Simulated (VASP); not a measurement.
# Ge3N4 (P6_3/m) in VASP: notebook

The runs below take Ge3N4 through relaxation of cell and atoms, with LDA, PBE+D3(BJ), PBE.

Program: VASP 6.6.1. These are calculated values, not measurements. Logs are shortened: lines on timing, memory, paths and dates and some standing lists are left out, and cuts for length are marked.

### 1 Starting point

Symmetry: P6_3/m, No. 176, hexagonal system. The conventional cell has a = 8.051 Å, b = 8.051 Å, c = 3.084 Å, α = 90.00°, β = 90.00°, γ = 120.00°. Ge (site symmetry m) has 4 N at 1.83 to 1.85 Å as nearest neighbours. Around N (site symmetry -6) lie 3 Ge at 1.83 Å. N (site symmetry m) has 3 Ge at 1.84 to 1.85 Å as nearest neighbours.

The cell is a database's computed one.

### 2 Relaxation of cell and atoms, LDA

Contents of INCAR:

```
SYSTEM = Ge3N4
  PREC = Accurate
  ENCUT = 600
  EDIFF = 1E-6
  ISMEAR = 0
  SIGMA = 0.03
  LREAL = .FALSE.
  LASPH = .TRUE.
  NELM = 80
  ALGO = Normal
  ISIF = 3
  LWAVE = .FALSE.
  LCHARG = .FALSE.
  GGA = CA
  IBRION = 2
  NSW = 90
  EDIFFG = -0.01
  KPAR = 4
```

Contents of KPOINTS:

```
Automatic mesh
0
G
  6 6 9
  0 0 0
```

Contents of POSCAR:

```
Ge3N4
1.0
    8.0509314886      0.0000000000      0.0000000000
   -4.0254657443      6.9723111933      0.0000000000
    0.0000000000      0.0000000000      3.0835213900
Ge N
6 8
Direct
    0.8291483000      0.2354845000      0.7500000000
    0.5936638000      0.8291483000      0.2500000000
    0.2354845000      0.4063362000      0.2500000000
    0.7645155000      0.5936638000      0.7500000000
    0.4063362000      0.1708517000      0.7500000000
    0.1708517000      0.7645155000      0.2500000000
    0.6666666700      0.3333333300      0.7500000000
    0.3333333300      0.6666666700      0.2500000000
    0.6696316000      0.9727169800      0.7500000000
    0.6969146200      0.6696316000      0.2500000000
    0.9727169800      0.3030853800      0.2500000000
    0.0272830200      0.6969146200      0.7500000000
    0.3303684000      0.0272830200      0.2500000000
    0.3030853800      0.3303684000      0.7500000000
```

Potentials or basis: VASP PAW LDA potentials, release 64 (Ge_d, N).

Command:

```console
cat potpaw_LDA.64/Ge_d/POTCAR potpaw_LDA.64/N/POTCAR > POTCAR
mpirun -np 4 vasp_std > vasp.out
```

OUTCAR:

```text
SYSTEM = Ge3N4
   PREC = Accurate
   ENCUT = 600
   EDIFF = 1E-6
   ISMEAR = 0
   LREAL = .FALSE.
   LASPH = .TRUE.
   NELM = 80
   ISIF = 3
   GGA = CA
   IBRION = 2
   NSW = 90
   EDIFFG = -0.01

 ion  position               nearest neighbor table
   1  0.829  0.235  0.750-   7 1.83  11 1.84  11 1.84   9 1.85
   2  0.594  0.829  0.250-   8 1.83   9 1.84   9 1.84  10 1.85
   3  0.235  0.406  0.250-   8 1.83  14 1.84  14 1.84  11 1.85
   4  0.765  0.594  0.750-   7 1.83  10 1.84  10 1.84  12 1.85
   5  0.406  0.171  0.750-   7 1.83  13 1.84  13 1.84  14 1.85
   6  0.171  0.765  0.250-   8 1.83  12 1.84  12 1.84  13 1.85
   7  0.667  0.333  0.750-   1 1.83   5 1.83   4 1.83
   8  0.333  0.667  0.250-   6 1.83   2 1.83   3 1.83
   9  0.670  0.973  0.750-   2 1.84   2 1.84   1 1.85
  10  0.697  0.670  0.250-   4 1.84   4 1.84   2 1.85
  11  0.973  0.303  0.250-   1 1.84   1 1.84   3 1.85
  12  0.027  0.697  0.750-   6 1.84   6 1.84   4 1.85
  13  0.330  0.027  0.250-   5 1.84   5 1.84   6 1.85
  14  0.303  0.330  0.750-   3 1.84   3 1.84   5 1.85

  LATTYP: Found a hexagonal cell.
 ALAT       =     8.0509314886
 C/A-ratio  =     0.3830018172

  Lattice vectors:

 A1 = (   8.0509314886,   0.0000000000,   0.0000000000)
 A2 = (  -4.0254657443,   6.9723111933,   0.0000000000)
 A3 = (   0.0000000000,   0.0000000000,   3.0835213900)

Analysis of symmetry for initial positions (statically):
=====================================================================
 Subroutine PRICEL returns:
 Original cell was already a primitive cell.

 Routine SETGRP: Setting up the symmetry group for a
 hexagonal supercell.

 Subroutine GETGRP returns: Found 12 space group operations
 (whereof  6 operations were pure point group operations)
 out of a pool of 24 trial point group operations.

The static configuration has the point symmetry S_6 .
 The point group associated with its full space group is C_6h.

Analysis of symmetry for dynamics (positions and initial velocities):
=====================================================================
 Subroutine PRICEL returns:
 Original cell was already a primitive cell.

 Routine SETGRP: Setting up the symmetry group for a
 hexagonal supercell.

 Subroutine GETGRP returns: Found 12 space group operations
 (whereof  6 operations were pure point group operations)
 out of a pool of 24 trial point group operations.

The dynamic configuration has the point symmetry S_6 .
 The point group associated with its full space group is C_6h.

 Subroutine INISYM returns: Found 12 space group operations
 (whereof  6 operations are pure point group operations),
 and found     1 'primitive' translations

----------------------------------------------------------------------------------------

                                     Primitive cell

  volume of cell :     173.0892

  direct lattice vectors                    reciprocal lattice vectors
     8.050931489  0.000000000  0.000000000     0.124209230  0.071712232  0.000000000
    -4.025465744  6.972311193  0.000000000     0.000000000  0.143424465  0.000000000
     0.000000000  0.000000000  3.083521390     0.000000000  0.000000000  0.324304545

  length of vectors
     8.050931489  8.050931489  3.083521390     0.143424465  0.143424465  0.324304545

  position of ions in fractional coordinates (direct lattice)
     0.829148300  0.235484500  0.750000000
     0.593663800  0.829148300  0.250000000
     0.235484500  0.406336200  0.250000000
     0.764515500  0.593663800  0.750000000
     0.406336200  0.170851700  0.750000000
     0.170851700  0.764515500  0.250000000
     0.666666670  0.333333330  0.750000000
     0.333333330  0.666666670  0.250000000
     0.669631600  0.972716980  0.750000000
     0.696914620  0.669631600  0.250000000
     0.972716980  0.303085380  0.250000000
     0.027283020  0.696914620  0.750000000
     0.330368400  0.027283020  0.250000000
     0.303085380  0.330368400  0.750000000

  ion indices of the primitive-cell ions
   primitive index   ion index
                 1           1
                 2           2
                 3           3
                 4           4
                 5           5
                 6           6
                 7           7
                 8           8
                 9           9
                10          10
                11          11
                12          12
                13          13
                14          14

----------------------------------------------------------------------------------------

 KPOINTS: Automatic mesh

Automatic generation of k-mesh.
 Grid dimensions read from file:
 generate k-points for:    6    6    9

 Generating k-lattice:

  Cartesian coordinates                     Fractional coordinates (reciprocal lattice)
     0.020701538  0.011952039  0.000000000     0.166666667  0.000000000  0.000000000
     0.000000000  0.023904077  0.000000000     0.000000000  0.166666667  0.000000000
     0.000000000  0.000000000  0.036033838     0.000000000  0.000000000  0.111111111

  Length of vectors
     0.023904077  0.023904077  0.036033838

  Shift w.r.t. Gamma in fractional coordinates (k-lattice)
     0.000000000  0.000000000  0.000000000

 Subroutine IBZKPT returns following result:
 ===========================================

 Found     40 irreducible k-points:

 Following reciprocal coordinates:
            Coordinates               Weight
  0.000000  0.000000  0.000000      1.000000
  0.166667 -0.000000  0.000000      6.000000
  0.333333 -0.000000  0.000000      6.000000
  0.500000  0.000000  0.000000      3.000000
  0.166667  0.166667  0.000000      6.000000
  0.333333  0.166667  0.000000      6.000000
[... 16 lines left out ...]
 -0.333333  0.500000 -0.222222     12.000000
  0.333333  0.333333  0.222222      4.000000
 [... further k-points ...]
   k-points           NKPTS =     40   k-points in BZ     NKDIM =     40   number of bands    NBANDS=     74
   number of dos      NEDOS =    301   number of ions     NIONS =     14
   total plane-waves  NPLWV = 114688
   dimension x,y,z NGX =    64 NGY =   64 NGZ =   28
   dimension x,y,z NGXF=   128 NGYF=  128 NGZF=   56
   ions per type =               6   8
   NGX,Y,Z   is equivalent  to a cutoff of  13.22, 13.22, 15.10 a.u.
   NGXF,Y,Z  is equivalent  to a cutoff of  26.43, 26.43, 30.19 a.u.
 SYSTEM =  Ge3N4
   PREC   = accura    normal or accurate (medium, high low for compatibility)
   ISTART =      0    job   : 0-new  1-cont  2-samecut
   ICHARG =      2    charge: 1-file 2-atom 10-const
   ISPIN  =      1    spin polarized calculation?
   LNONCOLLINEAR =      F non collinear calculations
   LSORBIT =      F    spin-orbit coupling
   LASPH  =      T    aspherical Exc in radial PAW
   ENCUT  =  600.0 eV  44.10 Ry    6.64 a.u.  16.08 16.08  6.16*2*pi/ulx,y,z
   NELM   =     80;   NELMIN=  2; NELMDL= -5     # of ELM steps
   EDIFF  = 0.1E-05   stopping-criterion for ELM
   LREAL  =      F    real-space projection
   EDIFFG = -.1E-01   stopping-criterion for IOM
   NSW    =     90    number of steps for IOM
   IBRION =      2    ionic relax: 0-MD 1-quasi-New 2-CG
   NFREE  =      1    steps in history (QN), initial steepest desc. (CG)
   ISIF   =      3    stress and relaxation
   ISYM   =      2    0-nonsym 1-usesym 2-fastsym
   POTIM  = 0.5000    time-step for ionic-motion
   TEBEG  =    0.0;   TEEND  =   0.0 temperature during run
   PSTRESS=    0.0 pullay stress
   NELECT =     124.0000    total number of electrons
   NUPDOWN=      -1.0000    fix difference up-down
   EMIN   =  10.00;   EMAX   =-10.00  energy-range for DOS
   EFERMI =   0.00;   METHOD = LEGACY
   ISMEAR =     0;   SIGMA  =   0.03  broadening in eV -4-tet -1-fermi 0-gaus
   EFERMI_NEDOS =   21; number of points for ismear=-14 and -15
   IALGO  =     38    algorithm
   IMIX   =      4    mixing-type and parameters
     AMIX     =   0.40;   BMIX     =  1.00
     AMIX_MAG =   1.60;   BMIX_MAG =  1.00
  volume/ion in A,a.u.               =      12.36        83.43
  Fermi-wavevector in a.u.,A,eV,Ry     =   1.464846  2.768158 29.195043  2.145775
  Thomas-Fermi vector in A             =   2.580774
   LORBIT       =      0    0 simple, 1 ext, 2 COOP (PROOUT), +10 PAW based schemes
   GGA     = CA    functional components
   LHFCALC =     F    Hartree Fock is set to
   AEXX    =    0.0000 exact exchange contribution
   IVDW    =     0    specifies the selected vdW correction
   LEPSILON=     F    determine dielectric tensor
   LRPA    =     F    only Hartree local field effects (RPA)
 conjugate gradient relaxation of ions
 non-spin polarized calculation
 Gauss-broadening in eV      SIGMA  =   0.03
  energy-cutoff  :      600.00
  volume of cell :      173.09
 maximum number of plane-waves:      5804
   NGX = 33   NGY = 33   NGZ = 13

--------------------------------------- Ionic step        1  -------------------------------------------

 number of electron     124.0000040 magnetization

 Free energy of the ion-electron system (eV)
  ---------------------------------------------------
  ext. energy  EPLUGINS =         0.00000000
  ---------------------------------------------------
  free energy    TOTEN  =      -106.37961583 eV

  energy without entropy =     -106.37961583  energy(sigma->0) =     -106.37961583

------------------------ aborting loop because EDIFF is reached ----------------------------------------

  FORCE on cell =-STRESS in cart. coord.  units (eV):
  Direction    XX          YY          ZZ          XY          YZ          ZX
  --------------------------------------------------------------------------------------
  -------------------------------------------------------------------------------------
  Total       -3.6807567     -3.6807567     -4.0832434      0.0000001      0.0000000      0.0000000
  in kB      -34.0704472    -34.0704472    -37.7960133      0.0000005      0.0000000      0.0000000
  external PRESSURE =     -35.3123026 kB  Pullay stress =       0.0000000 kB
[... 125 lines left out ...]
  FREE ENERGIE OF THE ION-ELECTRON SYSTEM (eV)
  ---------------------------------------------------
  free  energy   TOTEN  =      -106.4126128637 eV

  energy  without entropy=     -106.4126128637  energy(sigma->0) =     -106.41261286

[... ionic steps 4 to 14 ...]

--------------------------------------- Ionic step       15  -------------------------------------------

 number of electron     124.0000011 magnetization

------------------------ aborting loop because EDIFF is reached ----------------------------------------
[... 91 lines left out ...]
--------------------------------------- Ionic step       17  -------------------------------------------

 number of electron     124.0000009 magnetization

 Free energy of the ion-electron system (eV)
  ---------------------------------------------------
  ext. energy  EPLUGINS =         0.00000000
  ---------------------------------------------------
  free energy    TOTEN  =      -106.41541666 eV

  energy without entropy =     -106.41541666  energy(sigma->0) =     -106.41541666

 E-fermi :   5.1700     XC(G=0): -11.4221

 val. band max:        5.0208709327   @ k =   0.0000   0.0000   0.0000
 cond. band min:       7.3668158816   @ k =   0.0000   0.0000   0.0000
 fundamental gap:      2.3459449490
 Fermi energy:         5.1699514228

 k-point     1 :       0.0000    0.0000    0.0000
  band No.  band energies     occupation
      1     -19.5905      2.00000
      2     -19.5613      2.00000
      3     -19.5613      2.00000
      4     -19.5602      2.00000
      5     -19.5212      2.00000
      6     -19.5212      2.00000
[... 1837 lines left out ...]
     73      12.1361      0.00000
     74      12.1361      0.00000

 [... further k-points ...]
[... 5 lines left out ...]
  --------------------------------------------------------------------------------------
  -------------------------------------------------------------------------------------
  Total        0.0433545      0.0433545      0.0781751     -0.0000001      0.0000000      0.0000000
  in kB        0.4087833      0.4087833      0.7371012     -0.0000010      0.0000000      0.0000000
  external PRESSURE =       0.5182226 kB  Pullay stress =       0.0000000 kB
[... 29 lines left out ...]
  FREE ENERGIE OF THE ION-ELECTRON SYSTEM (eV)
  ---------------------------------------------------
  free  energy   TOTEN  =      -106.4154166630 eV

  energy  without entropy=     -106.4154166630  energy(sigma->0) =     -106.41541666

 reached required accuracy - stopping structural energy minimisation
```

Run time: 16 min. Hardware: 4 MPI ranks of Intel Xeon Platinum 8488C (Sapphire Rapids), shared host; peak memory 0.57 GiB.

Results:

| Quantity | Value |
| --- | --- |
| Free energy | -106.4154 eV |
| Relaxed volume | 12.14 Å³/atom |
| Relaxed cell | a = 8.003 Å, b = 8.003 Å, c = 3.063 Å, α = 90.00°, β = 90.00°, γ = 120.00° |
| Space group after relaxing (to 0.05 Å) | P6_3/m (No. 176) |
| Energy gained by relaxing | 2.6 meV/atom |
| Ionic steps | 17 |
| Pressure after relaxing | 0.1 GPa |
| Largest force after relaxing | 0.008 eV/Å |
| Band gap on the k mesh | 2.35 eV, direct |

Forces on the atoms (eV/Å):
```
Ge   0.007  0.002  0.000
Ge   0.002  0.008  0.000
Ge   0.006 -0.005  0.000
Ge  -0.006  0.005  0.000
Ge  -0.002 -0.008  0.000
Ge  -0.007 -0.002  0.000
N    0.000  0.000  0.000
N    0.000  0.000  0.000
N    0.005 -0.005  0.000
N    0.006  0.002  0.000
N   -0.002 -0.006  0.000
N    0.002  0.006  0.000
N   -0.005  0.005  0.000
N   -0.006 -0.002  0.000
```

The path:
```csv
step,energy change (eV),largest force (eV/Å),pressure (GPa),volume (Å³)
1,0.0000,0.0264,-3.53,173.09
2,0.0238,0.1046,5.14,166.35
3,-0.0330,0.0469,0.09,170.08
4,-0.0330,0.0460,-0.04,170.16
5,-0.0335,0.0432,-0.02,170.13
6,-0.0336,0.0583,-0.04,170.11
7,-0.0339,0.0509,0.01,170.09
8,-0.0345,0.0338,0.09,170.02
9,-0.0348,0.0507,0.13,169.89
10,-0.0348,0.0415,0.09,169.92
11,-0.0351,0.0329,0.07,169.93
12,-0.0354,0.0242,-0.02,169.95
13,-0.0355,0.0221,0.03,169.94
14,-0.0356,0.0187,0.04,169.92
15,-0.0357,0.0126,-0.10,169.97
16,-0.0357,0.0129,-0.06,169.97
17,-0.0358,0.0078,0.05,169.92
```

Final structure:
```
CELL_PARAMETERS angstrom
8.00315 0.00000 0.00000
-4.00158 6.93093 0.00000
0.00000 0.00000 3.06337
ATOMIC_POSITIONS crystal
Ge 0.83081 0.23748 0.75000
Ge 0.59333 0.83081 0.25000
Ge 0.23748 0.40667 0.25000
Ge 0.76252 0.59333 0.75000
Ge 0.40667 0.16919 0.75000
Ge 0.16919 0.76252 0.25000
N 0.66667 0.33333 0.75000
N 0.33333 0.66667 0.25000
N 0.66949 0.97460 0.75000
N 0.69490 0.66949 0.25000
N 0.97460 0.30510 0.25000
N 0.02540 0.69490 0.75000
N 0.33051 0.02540 0.25000
N 0.30510 0.33051 0.75000
```

Levels at points of the mesh, in eV from the valence-band top:
| k point | band 59 | band 60 | band 61 | band 62 | band 63 | band 64 | band 65 | band 66 |
| --- | --- | --- | --- | --- | --- | --- | --- | --- |
| (0.00, 0.00, 0.00) | -0.89 | -0.44 | -0.25 | 0.00 | 2.35 | 3.53 | 3.53 | 3.60 |
| (0.50, 0.00, 0.00) | -1.12 | -0.52 | -0.13 | -0.06 | 3.29 | 3.58 | 3.85 | 3.89 |

Caveat: an odd mesh through Γ misses points on the zone boundary, where band edges often lie.

### 3 Relaxation of cell and atoms, LDA

This run uses another cell than the first one, of 12.14 Å³/atom, 0.982 times its volume.

INCAR, as its differences from that of step 2:

```diff
@@ -3,3 +3,3 @@
   ENCUT = 600
-  EDIFF = 1E-6
+  EDIFF = 1E-7
   ISMEAR = 0
@@ -16,3 +16,3 @@
   NSW = 90
-  EDIFFG = -0.01
+  EDIFFG = -0.005
   KPAR = 4
```

KPOINTS is that of step 2.

Contents of POSCAR:

```
Ge3N4                                   
1.0
    8.0031524835      0.0000000432     -0.0000000000
   -4.0015762792      6.9309333395     -0.0000000000
    0.0000000000     -0.0000000000      3.0633677589
  Ge              N             
     6     8
Direct
     0.8308085707805659    0.2374783210606637    0.7500000000000000
     0.5933302497199024    0.8308085707805659    0.2500000000000000
     0.2374783210606637    0.4066697502800977    0.2500000000000000
     0.7625216789393363    0.5933302497199024    0.7500000000000000
     0.4066697502800977    0.1691914292194339    0.7500000000000000
     0.1691914292194339    0.7625216789393363    0.2500000000000000
     0.6666666699999979    0.3333333300000021    0.7500000000000000
     0.3333333300000021    0.6666666699999979    0.2500000000000000
     0.6694947538246396    0.9745951684116212    0.7500000000000000
     0.6948995854130184    0.6694947538246396    0.2500000000000000
     0.9745951684116212    0.3051004145869816    0.2500000000000000
     0.0254048315883788    0.6948995854130186    0.7500000000000000
     0.3305052461753605    0.0254048315883788    0.2500000000000000
     0.3051004145869816    0.3305052461753605    0.7500000000000000
```

Potentials or basis: VASP PAW LDA potentials, release 64 (Ge_d, N).

Command:

```console
cat potpaw_LDA.64/Ge_d/POTCAR potpaw_LDA.64/N/POTCAR > POTCAR
mpirun -np 4 vasp_std > vasp.out
```

Run time: 3.8 min. Hardware: 4 MPI ranks of Intel Xeon Platinum 8488C (Sapphire Rapids), shared host; peak memory 0.54 GiB.

Results (log left out):

| Property | Result |
| --- | --- |
| Free energy | -106.4119 eV |
| Energy gained by relaxing | 0.0 meV/atom |
| Ionic steps | 4 |
| Pressure after relaxing | 0.0 GPa |
| Band gap on the k mesh | 2.34 eV, direct |

Forces in eV/Å, atoms in the order of the input:
```
Ge   0.000  0.000  0.000
Ge   0.000  0.000  0.000
Ge   0.000  0.000  0.000
Ge   0.000  0.000  0.000
Ge   0.000  0.000  0.000
Ge   0.000  0.000  0.000
N    0.000  0.000  0.000
N    0.000  0.000  0.000
N    0.003  0.000  0.000
N    0.001  0.003  0.000
N    0.002 -0.002  0.000
N   -0.002  0.002  0.000
N   -0.003  0.000  0.000
N   -0.001 -0.003  0.000
```

Final structure:
```xyz
14
Lattice="8.0024 0.0000 0.0000 -4.0012 6.9303 0.0000 0.0000 0.0000 3.0642" Properties=species:S:1:pos:R:3 pbc="T T T"
Ge    5.6987    1.6459    2.2982
Ge    1.4239    5.7582    0.7661
Ge    0.2736    2.8181    0.7661
Ge    3.7277    4.1122    2.2982
Ge    2.5773    1.1721    2.2982
Ge   -1.6975    5.2844    0.7661
N     4.0012    2.3101    2.2982
N     0.0000    4.6202    0.7661
N     1.4585    6.7541    2.2982
N     2.8825    4.6402    0.7661
N     6.5785    2.1139    0.7661
N    -2.5773    4.8164    2.2982
N     2.5427    0.1762    0.7661
N     1.1187    2.2901    2.2982
```

Levels at points of the mesh, in eV from the valence-band top:
| k point | band 58 | band 59 | band 60 | band 61 | band 62 | band 63 | band 64 | band 65 | band 66 | band 67 |
| --- | --- | --- | --- | --- | --- | --- | --- | --- | --- | --- |
| (0.00, 0.00, 0.00) | -0.89 | -0.89 | -0.44 | -0.25 | 0.00 | 2.34 | 3.53 | 3.53 | 3.60 | 3.93 |
| (0.50, 0.00, 0.00) | -1.26 | -1.12 | -0.52 | -0.13 | -0.06 | 3.29 | 3.58 | 3.84 | 3.89 | 4.11 |

Caveat: an odd mesh through Γ misses points on the zone boundary, where band edges often lie. LDA gaps usually lie below the measured ones, often by a third to a half.

(Part 1 of 3 ends here.)
